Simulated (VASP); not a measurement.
Runs of VASP 6.6.1 on Pb. Symmetry: Fm-3m, No. 225, cubic system. The conventional cell has a = 4.950 Å, b = 4.950 Å, c = 4.950 Å, α = 90.00°, β = 90.00°, γ = 90.00°. Pb (site symmetry m-3m) is surrounded by 12 Pb at 3.50 Å. 

```tsv
task	level	spin	cell	k mesh	cutoff (eV)	smearing	gap on the mesh (eV)	pressure (GPa)	relaxed volume (Å³/atom)
band structure	PBEsol	SOC, no magnetisation	as given	7 × 7 × 7	520	fermi-dirac 0.05 eV	-	-0.1	-
relaxation of cell and atoms	revPBE	off	relaxed	9 × 9 × 9	600	fermi-dirac 0.05 eV	none	0.0	(b)
single point	PBE	off	as given	9 × 9 × 9	520	gaussian 0.011 eV	none	2.2	-
band structure	RPBE	off	as given	9 × 9 × 9	520	fermi-dirac 0.05 eV	-	3.8	-
relaxation of cell and atoms	BLYP	off	relaxed	9 × 9 × 9	600	fermi-dirac 0.05 eV	none	0.0	(a)
band structure	BLYP	off	as given	9 × 9 × 9	520	fermi-dirac 0.05 eV	-	6.0	-
```

Alike in all rows: potentials or basis VASP PAW PBE potentials, release 64 (Pb_d).

Problem. Fill in the values left out.

Solution. (a) 34.60; (b) 32.66.

Caveats: the PAW data sets were made with another functional, which shifts forces and pressure a little (some runs); spin-orbit coupling is left out, which moves the levels of the heavy elements (some runs); the volume moved by +14 % from the deposited cell, more than functionals usually miss (some runs).

A k mesh can miss the band edges, and rows without SOC leave out spin-orbit coupling on Pb.

A gap of «none» marks a metal or a gap under the smearing width.
